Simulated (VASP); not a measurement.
# I (Im-3m) in VASP: a series of runs

One crystal, I, is run at these levels: r2SCAN; tasks: equation of state, phonons.

Everything below comes from runs of VASP 6.6.1. Logs are shortened: lines on timing, memory, paths and dates and some standing lists are left out, and cuts for length are marked.

## 1. The crystal as given

The structure is cubic, space group Im-3m (No. 229). Conventional cell: a = 4.179 Å, b = 4.179 Å, c = 4.179 Å, α = 90.00°, β = 90.00°, γ = 90.00°. I (site symmetry m-3m) has 8 I at 3.62 Å as nearest neighbours.

The real solid is made of molecules; this cell is a model form.

## 2. Equation of state, r2SCAN, 34.30 Å³/atom (volume scaled by 0.94)

Contents of INCAR:

```
ALGO     = Normal         # electronic algorithm
EDIFF    = 1E-7           # SCF threshold, eV
ENCUT    = 520            # plane-wave cutoff, eV
ISIF     = 2              # what is computed and relaxed
ISMEAR   = -1             # smearing method
LASPH    = T              # aspherical terms in the spheres
LCHARG   = F              # write CHGCAR
LMIXTAU  = T            
LREAL    = F              # projectors in reciprocal space
LWAVE    = F              # write WAVECAR
METAGGA  = R2SCAN         # meta-GGA
NELM     = 100            # most SCF steps
PREC     = Accurate       # precision mode
SIGMA    = 0.05           # smearing width, eV
```

Contents of KPOINTS:

```
k-points
0
Gamma
  9 9 9
```

Contents of POSCAR:

```
I
1.0
   -2.0467231592      2.0467231592      2.0467231592
    2.0467231592     -2.0467231592      2.0467231592
    2.0467231592      2.0467231592     -2.0467231592
I
1
Direct
    0.0000000000      0.0000000000      0.0000000000
```

Potentials or basis: VASP PAW PBE potentials, release 64 (I).

Started as:

```sh
cat potpaw_PBE.64/I/POTCAR > POTCAR
mpirun -np 1 vasp_std > vasp.out
```

OUTCAR:

```text
EDIFF = 1E-7
   ENCUT = 520
   ISIF = 2
   ISMEAR = -1
   LASPH = T
   LREAL = F
   METAGGA = R2SCAN
   NELM = 100
   PREC = Accurate

 Found     35 irreducible k-points:

 Following reciprocal coordinates:
            Coordinates               Weight
  0.000000  0.000000  0.000000      1.000000
  0.111111  0.000000  0.000000     12.000000
  0.222222  0.000000  0.000000     12.000000
  0.333333  0.000000  0.000000     12.000000
  0.444444  0.000000  0.000000     12.000000
  0.111111  0.111111  0.000000     24.000000
   k-points           NKPTS =     35   k-points in BZ     NKDIM =     35   number of bands    NBANDS=      7
   number of dos      NEDOS =    301   number of ions     NIONS =      1
   total plane-waves  NPLWV =  21952
   dimension x,y,z NGX =    28 NGY =   28 NGZ =   28
   dimension x,y,z NGXF=    56 NGYF=   56 NGZF=   56
   ions per type =               1
   NGX,Y,Z   is equivalent  to a cutoff of  13.13, 13.13, 13.13 a.u.
   NGXF,Y,Z  is equivalent  to a cutoff of  26.26, 26.26, 26.26 a.u.
 SYSTEM =  unknown system
   PREC   = accura    normal or accurate (medium, high low for compatibility)
   ISTART =      0    job   : 0-new  1-cont  2-samecut
   ICHARG =      2    charge: 1-file 2-atom 10-const
   ISPIN  =      1    spin polarized calculation?
   LNONCOLLINEAR =      F non collinear calculations
   LSORBIT =      F    spin-orbit coupling
   LASPH  =      T    aspherical Exc in radial PAW
   ENCUT  =  520.0 eV  38.22 Ry    6.18 a.u.   6.59  6.59  6.59*2*pi/ulx,y,z
   NELM   =    100;   NELMIN=  2; NELMDL= -5     # of ELM steps
   EDIFF  = 0.1E-06   stopping-criterion for ELM
   LREAL  =      F    real-space projection
   EDIFFG = 0.1E-05   stopping-criterion for IOM
   NSW    =      0    number of steps for IOM
   IBRION =     -1    ionic relax: 0-MD 1-quasi-New 2-CG
   NFREE  =      0    steps in history (QN), initial steepest desc. (CG)
   ISIF   =      2    stress and relaxation
   ISYM   =      2    0-nonsym 1-usesym 2-fastsym
   POTIM  = 0.5000    time-step for ionic-motion
   TEBEG  =    0.0;   TEEND  =   0.0 temperature during run
   PSTRESS=    0.0 pullay stress
   NELECT =       7.0000    total number of electrons
   NUPDOWN=      -1.0000    fix difference up-down
   EMIN   =  10.00;   EMAX   =-10.00  energy-range for DOS
   EFERMI =   0.00;   METHOD = LEGACY
   ISMEAR =    -1;   SIGMA  =   0.05  broadening in eV -4-tet -1-fermi 0-gaus
   EFERMI_NEDOS =   21; number of points for ismear=-14 and -15
   IALGO  =     38    algorithm
   IMIX   =      4    mixing-type and parameters
     AMIX     =   0.40;   BMIX     =  1.00
     AMIX_MAG =   1.60;   BMIX_MAG =  1.00
  volume/ion in A,a.u.               =      34.30       231.44
  Fermi-wavevector in a.u.,A,eV,Ry     =   0.963892  1.821492 12.641009  0.929088
  Thomas-Fermi vector in A             =   2.093477
   LORBIT       =      0    0 simple, 1 ext, 2 COOP (PROOUT), +10 PAW based schemes
   METAGGA = R2SCAN    functional components
   LHFCALC =     F    Hartree Fock is set to
   AEXX    =    0.0000 exact exchange contribution
   IVDW    =     0    specifies the selected vdW correction
   LEPSILON=     F    determine dielectric tensor
   LRPA    =     F    only Hartree local field effects (RPA)
 non-spin polarized calculation
  energy-cutoff  :      520.00
  volume of cell :       34.30
 maximum number of plane-waves:       943
   NGX = 13   NGY = 13   NGZ = 13

 number of electron       7.0000000 magnetization

 Free energy of the ion-electron system (eV)
  ---------------------------------------------------
  ext. energy  EPLUGINS =         0.00000000
  ---------------------------------------------------
  free energy    TOTEN  =       -24.04306510 eV

  energy without entropy =      -24.02536238  energy(sigma->0) =      -24.03421374

 E-fermi :   4.6402     XC(G=0):  -9.5983

 val. band max:        4.6113831526   @ k =   0.3333   0.2222   0.0000
 cond. band min:       4.6508565626   @ k =  -0.4444   0.4444   0.1111
 fundamental gap:      0.0394734100
 Fermi energy:         4.6401934990

 k-point     1 :       0.0000    0.0000    0.0000
  band No.  band energies     occupation
      1      -9.5087      2.00000
      2       5.5745      0.00000
      3       5.5745      0.00000
      4       5.5745      0.00000
      5      12.8613      0.00000
      6      14.9699      0.00000
      7      14.9699      0.00000

 k-point     2 :       0.1111    0.0000    0.0000
  band No.  band energies     occupation
      1      -9.3574      2.00000
      2       4.6517      0.88555
      3       5.2931      0.00000
      4       5.5340      0.00000
      5      13.4102      0.00000
      6      14.3507      0.00000
      7      14.7956      0.00000

 k-point     3 :       0.2222    0.0000    0.0000
  band No.  band energies     occupation
      1      -8.9343      2.00000
      2       2.8039      2.00000
      3       4.6820      0.60507
      4       5.4281      0.00000
      5      12.5580      0.00000
      6      13.3854      0.00000
      7      15.9351      0.00000

 k-point     4 :       0.3333    0.0000    0.0000
  band No.  band energies     occupation
      1      -8.3569      2.00000
      2       1.0307      2.00000
      3       4.1049      1.99996
      4       5.3030      0.00000
      5      11.5367      0.00000
      6      12.6553      0.00000
      7      17.0987      0.00000

 k-point     5 :       0.4444    0.0000    0.0000
  band No.  band energies     occupation
      1      -7.8922      2.00000
      2      -0.0838      2.00000
      3       3.7745      2.00000
      4       5.2192      0.00002
      5      11.0029      0.00000
      6      12.2770      0.00000
      7      18.1046      0.00000

 k-point     6 :       0.1111    0.1111    0.0000
  band No.  band energies     occupation
      1      -9.0695      2.00000
      2       3.3956      2.00000
      3       4.8860      0.01455
      4       5.2788      0.00001
      5      13.3540      0.00000
      6      13.8518      0.00000
      7      14.7237      0.00000

 [... further k-points ...]

------------------------ aborting loop because EDIFF is reached ----------------------------------------

  FORCE on cell =-STRESS in cart. coord.  units (eV):
  Direction    XX          YY          ZZ          XY          YZ          ZX
  --------------------------------------------------------------------------------------
  -------------------------------------------------------------------------------------
  Total        0.3313213      0.3313213      0.3313213      0.0000000      0.0000000      0.0000000
  in kB       15.4782790     15.4782790     15.4782790      0.0000000      0.0000000      0.0000000
  external PRESSURE =      15.4782790 kB  Pullay stress =       0.0000000 kB

 VOLUME and BASIS-vectors are now :
 -----------------------------------------------------------------------------
  energy-cutoff  :      520.00
  volume of cell :       34.30
      direct lattice vectors                 reciprocal lattice vectors
    -2.046723159  2.046723159  2.046723159     0.000000000  0.244292931  0.244292931
     2.046723159 -2.046723159  2.046723159     0.244292931  0.000000000  0.244292931
     2.046723159  2.046723159 -2.046723159     0.244292931  0.244292931  0.000000000

 POSITION                                       TOTAL-FORCE (eV/Angst)
 -----------------------------------------------------------------------------------
      0.00000      0.00000      0.00000         0.000000     -0.000000      0.000000
 -----------------------------------------------------------------------------------
    total drift:                               -0.000000      0.000000      0.000000

  FREE ENERGIE OF THE ION-ELECTRON SYSTEM (eV)
  ---------------------------------------------------
  free  energy   TOTEN  =       -24.0430650955 eV

  energy  without entropy=      -24.0253623771  energy(sigma->0) =      -24.03421374
```

Wall time 70 s (1 thread of Intel Xeon Platinum 8488C (Sapphire Rapids), shared host); peak memory 0.16 GiB.

Results:

- Free energy: -24.0431 eV
- Pressure: 1.5 GPa
- Band gap on the k mesh: none (metal or under the smearing width)

Caveat: the PAW data sets were made with another functional, which shifts forces and pressure a little; an odd number of electrons without spin polarisation forces a metal; a magnetic or distorted state may lie lower.

## 3. Equation of state, r2SCAN, 35.03 Å³/atom (volume scaled by 0.96)

Contents of INCAR:

```
PREC = Accurate
ENCUT = 520
EDIFF = 1E-6
ISMEAR = -1
SIGMA = 0.05
LREAL = F
LASPH = T
NELM = 100
ALGO = Normal
ISIF = 2
LWAVE = F
LCHARG = F
METAGGA = R2SCAN
LMIXTAU = T
```

Contents of KPOINTS:

```
Automatic mesh
0
Gamma
  9 9 9
```

Contents of POSCAR:

```
I
1.0
   -2.0611371774      2.0611371774      2.0611371774
    2.0611371774     -2.0611371774      2.0611371774
    2.0611371774      2.0611371774     -2.0611371774
I
1
Direct
    0.0000000000      0.0000000000      0.0000000000
```

Potentials or basis: VASP PAW PBE potentials, release 64 (I).

Started as:

```sh
cat potpaw_PBE.64/I/POTCAR > POTCAR
mpirun -np 1 vasp_std > vasp.out
```

Run time: 52 s. Hardware: 1 thread of Intel Xeon Platinum 8488C (Sapphire Rapids), shared host; peak memory 0.16 GiB.

It converged, with:

```yaml
Free_energy: -24.0487 eV
Pressure: 0.9 GPa
Band_gap_on_the_k_mesh: none (metal or under the smearing width)
```

Caveat: the PAW data sets were made with another functional, which shifts forces and pressure a little; an odd number of electrons without spin polarisation forces a metal; a magnetic or distorted state may lie lower.

## 4. Equation of state, r2SCAN, 35.75 Å³/atom (volume scaled by 0.98)

Changes to INCAR since step 3:

```diff
@@ -7,3 +7,3 @@
 LASPH = T
-NELM = 100
+NELM = 60
 ALGO = Normal
```

KPOINTS is that of step 3.

Contents of POSCAR:

```
I
1.0
   -2.0753523658      2.0753523658      2.0753523658
    2.0753523658     -2.0753523658      2.0753523658
    2.0753523658      2.0753523658     -2.0753523658
I
1
Direct
    0.0000000000      0.0000000000      0.0000000000
```

Started as:

```sh
cat potpaw_PBE.64/I/POTCAR > POTCAR
mpirun -np 1 vasp_std > vasp.out
```

Wall time 50 s (1 thread of Intel Xeon Platinum 8488C (Sapphire Rapids), shared host); peak memory 0.16 GiB.

Results (log left out):

```yaml
Free_energy: -24.0515 eV
Pressure: 0.3 GPa
Band_gap_on_the_k_mesh: none (metal or under the smearing width)
```

Caveat: the PAW data sets were made with another functional, which shifts forces and pressure a little; an odd number of electrons without spin polarisation forces a metal; a magnetic or distorted state may lie lower.

## 5. Equation of state, r2SCAN, 37.21 Å³/atom (volume scaled by 1.02)

Contents of INCAR:

```
ALGO = Normal
EDIFF = 1E-6
ENCUT = 520
ISIF = 2
ISMEAR = -1
LASPH = True
LCHARG = False
LMIXTAU = True
LREAL = False
LWAVE = False
METAGGA = R2SCAN
NELM = 100
PREC = Accurate
SIGMA = 0.05
```

Contents of KPOINTS:

```
k-points
0
Gamma
  9 9 9
```

Contents of POSCAR:

```
I
1.0
   -2.1032127690      2.1032127690      2.1032127690
    2.1032127690     -2.1032127690      2.1032127690
    2.1032127690      2.1032127690     -2.1032127690
I
1
Direct
    0.0000000000      0.0000000000      0.0000000000
```

Started as:

```sh
cat potpaw_PBE.64/I/POTCAR > POTCAR
mpirun -np 1 vasp_std > vasp.out
```

Run time: 51 s. Hardware: 1 thread of Intel Xeon Platinum 8488C (Sapphire Rapids), shared host; peak memory 0.15 GiB.

Results (log left out):

| Item | Value |
| --- | --- |
| Free energy | -24.0499 eV |
| Pressure | -0.6 GPa |
| Band gap on the k mesh | none (metal or under the smearing width) |

Caveat: the PAW data sets were made with another functional, which shifts forces and pressure a little; an odd number of electrons without spin polarisation forces a metal; a magnetic or distorted state may lie lower.

## 6. Equation of state, r2SCAN, 37.94 Å³/atom (volume scaled by 1.04)

Contents of INCAR:

```
  PREC = Accurate
  ENCUT = 520
  EDIFF = 1E-6
  ISMEAR = -1
  SIGMA = 0.05
  LREAL = F
  LASPH = T
  NELM = 80
  ALGO = Normal
  ISIF = 2
  LWAVE = F
  LCHARG = F
  METAGGA = R2SCAN
  LMIXTAU = T
```

Contents of KPOINTS:

```
regular mesh
0
Gamma
  9 9 9
```

Contents of POSCAR:

```
I
1.0
   -2.1168703775      2.1168703775      2.1168703775
    2.1168703775     -2.1168703775      2.1168703775
    2.1168703775      2.1168703775     -2.1168703775
I
1
Direct
    0.0000000000      0.0000000000      0.0000000000
```

Potentials or basis: VASP PAW PBE potentials, release 64 (I).

Started as:

```sh
cat potpaw_PBE.64/I/POTCAR > POTCAR
mpirun -np 1 vasp_std > vasp.out
```

It took 45 s on 1 thread of Intel Xeon Platinum 8488C (Sapphire Rapids), shared host; peak memory 0.16 GiB.

It converged, with:

```
Free energy            : -24.0460 eV
Pressure               : -1.0 GPa
Band gap on the k mesh : none (metal or under the smearing width)
```

Caveat: the PAW data sets were made with another functional, which shifts forces and pressure a little; an odd number of electrons without spin polarisation forces a metal; a magnetic or distorted state may lie lower.

## 7. Equation of state, r2SCAN, 38.67 Å³/atom (volume scaled by 1.06)

Contents of INCAR:

```
SYSTEM = I
PREC = Accurate
ENCUT = 520
EDIFF = 1E-6
ISMEAR = -1
SIGMA = 0.05
LREAL = .FALSE.
LASPH = .TRUE.
NELM = 80
ALGO = Normal
ISIF = 2
LWAVE = .FALSE.
LCHARG = .FALSE.
METAGGA = R2SCAN
LMIXTAU = .TRUE.
```

Contents of KPOINTS:

```
regular mesh
0
G
  9 9 9
  0 0 0
```

Contents of POSCAR:

```
I
1.0
   -2.1303539918      2.1303539918      2.1303539918
    2.1303539918     -2.1303539918      2.1303539918
    2.1303539918      2.1303539918     -2.1303539918
I
1
Direct
    0.0000000000      0.0000000000      0.0000000000
```

Started as:

```sh
cat potpaw_PBE.64/I/POTCAR > POTCAR
mpirun -np 1 vasp_std > vasp.out
```

Wall time 44 s (1 thread of Intel Xeon Platinum 8488C (Sapphire Rapids), shared host); peak memory 0.16 GiB.

The run converged. Its results:

| Item | Value |
| --- | --- |
| Free energy | -24.0405 eV |
| Pressure | -1.4 GPa |
| Band gap on the k mesh | none (metal or under the smearing width) |

Caveat: the PAW data sets were made with another functional, which shifts forces and pressure a little; an odd number of electrons without spin polarisation forces a metal; a magnetic or distorted state may lie lower.

## 8. Phonons, r2SCAN

Contents of POSCAR:

```
I
1.0
   -2.0893754423      2.0893754423      2.0893754423
    2.0893754423     -2.0893754423      2.0893754423
    2.0893754423      2.0893754423     -2.0893754423
I
1
Direct
    0.0000000000      0.0000000000      0.0000000000
```

Contents of INCAR.step1:

```
PREC = Accurate ; ENCUT = 600
EDIFF = 1E-8 ; ISMEAR = 0
SIGMA = 0.05 ; LREAL = False
LASPH = True ; NELM = 80
ALGO = Normal ; ISIF = 3
LWAVE = False ; LCHARG = False
METAGGA = R2SCAN ; LMIXTAU = True
IBRION = 2 ; NSW = 40
EDIFFG = -0.002
```

Contents of INCAR.step2:

```
PREC = Accurate ; ENCUT = 600
EDIFF = 1E-8 ; ISMEAR = 0
SIGMA = 0.05 ; LREAL = False
LASPH = True ; NELM = 80
ALGO = Normal ; ISIF = 2
LWAVE = False ; LCHARG = False
METAGGA = R2SCAN ; LMIXTAU = True
IBRION = 6 ; NFREE = 2
POTIM = 0.015 ; NSW = 1
```

Contents of KPOINTS:

```
regular mesh
0
Gamma
  7 7 7
```

Potentials or basis: VASP PAW PBE potentials, release 64 (I).

Started as:

```sh
cat potpaw_PBE.64/I/POTCAR > POTCAR
cp INCAR.step1 INCAR
mpirun -np 1 vasp_std > vasp.out
cp CONTCAR POSCAR
cp INCAR.step2 INCAR
mpirun -np 1 vasp_std > vasp.out
```

OUTCAR:

```text
PREC = Accurate
   ENCUT = 600
   EDIFF = 1E-8
   ISMEAR = 0
   LREAL = False
   LASPH = True
   NELM = 80
   ISIF = 2
   METAGGA = R2SCAN
   IBRION = 6
   NFREE = 2
   POTIM = 0.015
   NSW = 1

 ion  position               nearest neighbor table
   1  0.000  0.000  0.000-

  LATTYP: Found a body centered cubic cell.
 ALAT       =     4.1602166404

  Lattice vectors:

 A1 = (  -2.0801083202,   2.0801083202,   2.0801083202)
[... 490 lines left out ...]
  energy  without entropy=      -24.0580962655  energy(sigma->0) =      -24.05910023

 INTERNAL STRAIN TENSORS FROM DISPLACED ATOMS
 ============================================

 INTERNAL STRAIN TENSOR FOR ION    1 for displacements in x,y,z  (eV/Angst):
          X           Y           Z          XY          YZ          ZX
  --------------------------------------------------------------------------------
  x     0.00000     0.00000     0.00000     0.00000     0.00000     0.00000
  y     0.00000     0.00000     0.00000     0.00000     0.00000     0.00000
  z     0.00000     0.00000     0.00000     0.00000     0.00000     0.00000

 Eigenvectors and eigenvalues of the dynamical matrix
 ----------------------------------------------------

   1 f  =    0.000000 THz     0.000000 2PiTHz    0.000000 cm-1     0.000000 meV
             X         Y         Z           dx          dy          dz
      0.000000  0.000000  0.000000     1.000000    0.000000    0.000000

   2 f  =    0.000000 THz     0.000000 2PiTHz    0.000000 cm-1     0.000000 meV
             X         Y         Z           dx          dy          dz
      0.000000  0.000000  0.000000     0.000000    1.000000    0.000000

   3 f  =    0.000000 THz     0.000000 2PiTHz    0.000000 cm-1     0.000000 meV
             X         Y         Z           dx          dy          dz
      0.000000  0.000000  0.000000     0.000000    0.000000    1.000000

 ELASTIC MODULI CONTR FROM IONIC RELAXATION (kBar)
 Direction    XX          YY          ZZ          XY          YZ          ZX
 --------------------------------------------------------------------------------
 XX           0.0000      0.0000      0.0000      0.0000      0.0000      0.0000
 YY           0.0000      0.0000      0.0000      0.0000      0.0000      0.0000
 ZZ           0.0000      0.0000      0.0000      0.0000      0.0000      0.0000
 XY           0.0000      0.0000      0.0000      0.0000      0.0000      0.0000
 YZ           0.0000      0.0000      0.0000      0.0000      0.0000      0.0000
 ZX           0.0000      0.0000      0.0000      0.0000      0.0000      0.0000
 --------------------------------------------------------------------------------
```

OUTCAR.step1:

```text
PREC = Accurate
   ENCUT = 600
   EDIFF = 1E-8
   ISMEAR = 0
   LREAL = False
   LASPH = True
   NELM = 80
   ISIF = 3
   METAGGA = R2SCAN
   IBRION = 2
   NSW = 40
[... 304 lines left out ...]
 fundamental gap:      0.1210268841
 Fermi energy:         3.9469195967

 k-point     1 :       0.0000    0.0000    0.0000
  band No.  band energies     occupation
      1      -9.8126      2.00000
      2       4.8516      0.00000
      3       4.8516      0.00000
      4       4.8516      0.00000
      5      11.9259      0.00000
      6      14.3594      0.00000
      7      14.3594      0.00000
[... 216 lines left out ...]
  FREE ENERGIE OF THE ION-ELECTRON SYSTEM (eV)
  ---------------------------------------------------
  free  energy   TOTEN  =       -24.0601874299 eV

  energy  without entropy=      -24.0581795478  energy(sigma->0) =      -24.05918349

 reached required accuracy - stopping structural energy minimisation
```

Wall time 3.3 min (1 thread of Intel Xeon Platinum 8488C (Sapphire Rapids), shared host); peak memory 0.17 GiB.

What came out:

* Relaxed volume: 36.00 Å³/atom
* Relaxed cell: a = 3.603 Å, b = 3.603 Å, c = 3.603 Å, α = 109.47°, β = 109.47°, γ = 109.47°
* Space group after relaxing (to 0.05 Å): Im-3m (No. 229)

Step by step:
```tsv
step	energy change (eV)	largest force (eV/Å)	pressure (GPa)	volume (Å³)
1	0.0000	0.0000	-0.32	36.48
2	-0.0005	0.0000	-0.07	36.10
3	-0.0005	0.0000	-0.01	36.02
4	-0.0005	0.0000	0.00	36.00
```

Final structure:
```xyz
1
Lattice="-2.0801 2.0801 2.0801 2.0801 -2.0801 2.0801 2.0801 2.0801 -2.0801" Properties=species:S:1:pos:R:3 pbc="T T T"
I     0.0000    0.0000    0.0000
```

Caveat: the PAW data sets were made with another functional, which shifts forces and pressure a little.

## 9. For comparison

An earlier run on the cell as given: functional PBE; potentials or basis VASP PAW PBE potentials, release 64 (I); cutoff 520 eV; k mesh 9 × 9 × 9; occupations fermi-dirac, width 0.05 eV; no spin polarisation.

* Pressure: -0.2 GPa
* Band gap on the k mesh: none (metal or under the smearing width)
